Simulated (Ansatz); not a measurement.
Method: Ansatz, DFT PBE, scalar-relativistic, plane waves, PAW. Settings: cutoff 420 eV, Γ-centred meshes spaced at most about 0.3 Å⁻¹, and about 0.25 Å⁻¹ or finer for metals (2π included), Gaussian smearing. No spin polarisation.

These are static total energies at zero pressure.

Two forms of Zn4O were relaxed alike.

A.

```xyz
5
Lattice="4.1665 0.0000 0.0000 0.0000 4.1665 0.0000 0.0000 0.0000 4.1665" Properties=species:S:1:pos:R:3 pbc="T T T"
Zn    1.1528    1.1528    1.1528
Zn    3.0138    3.0138    1.1528
Zn    1.1528    3.0138    3.0138
Zn    3.0138    1.1528    3.0138
O     0.0000    0.0000    0.0000
```

B.

```xyz
5
Lattice="-2.0302 2.0302 4.3480 2.0302 -2.0302 4.3480 2.0302 2.0302 -4.3480" Properties=species:S:1:pos:R:3 pbc="T T T"
Zn    0.9261    0.9261    3.0780
Zn    0.9261   -0.9261    5.6180
Zn    1.1041    1.1041   -1.2700
Zn   -0.9261    0.9261    5.6180
O     0.0000    0.0000    0.0000
```

**Question.** Which is lower in energy, and by how much?

**Answer.** B is lower, by 36 meV/atom. A has space group P-43m (No. 215), 14.5 Å³/atom and no gap on its mesh; B has space group I-42m (No. 121), 14.3 Å³/atom and no gap. In A, Zn has 1 O at 2.00 Å, 3 Zn at 2.63 Å and 6 Zn at 2.96 Å; O is surrounded by 4 Zn at 2.00 Å. In B, Zn has 1 O at 2.01 Å, 5 Zn at 2.62–2.72 Å and 2 Zn at 2.88 Å; around O lie 4 Zn at 2.01 Å. Both come from invented guesses. The lowest form computed isn't among them: it has space group P3m1 (No. 156), 14.5 Å³/atom and lies 45 meV/atom below the best shown.

Cells relaxed within their symmetry can be saddle points. Some structure types and database cells were kept out of the candidates from the start, so a known form may be missing.
